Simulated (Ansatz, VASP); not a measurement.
**Two plane-wave programs on PtSe2**

```xyz
3
Lattice="3.7240 0.0000 0.0000 -1.8620 3.2251 0.0000 0.0000 0.0000 5.2645" Properties=species:S:1:pos:R:3 pbc="T T T"
Pt    0.0000    0.0000    0.0000
Se    0.0000    2.1501    1.3161
Se    1.8620    1.0750    3.9484
```

Change from the starting cell: strain +0.000 along x and y, +0.040 along z, atoms carried along.

Alike in both runs: task single point; functional PBE; k mesh 12 × 12 × 10; occupations gaussian, width 0.15 eV; no spin polarisation.

|  | VASP | Ansatz |
| --- | --- | --- |
| version | VASP 6.6.1 | Ansatz 0.2.0 |
| potentials or method | VASP PAW PBE potentials, release 64 (Pt, Se) | scalar-relativistic, plane waves, PAW |
| plane-wave cutoff (eV) | 520 | 420 |
| valence electrons in the cell | 22 | 50 |

Ansatz gave:

```
gap on the k mesh at the Fermi level (eV)       : none
pressure (GPa)                                  : 3.2
largest component of the traceless stress (GPa) : 1.55
rms of the force components (eV/Å)              : 0.005
```

Estimate VASP's values.

gap on the k mesh at the Fermi level (eV): none; pressure (GPa): 3.1; largest component of the traceless stress (GPa): 1.55; rms of the force components (eV/Å): 0.007.

Atom by atom the forces differ by 0.002 eV/Å (rms over components). A gap of «none» marks a metal or a gap that the smearing closes. The functional is the same, so the differences come from potentials, cutoffs and numerics. The two sets of potentials don't hold the same shells in valence.

The runs have no spin-orbit coupling, so splittings on Pt are missing.
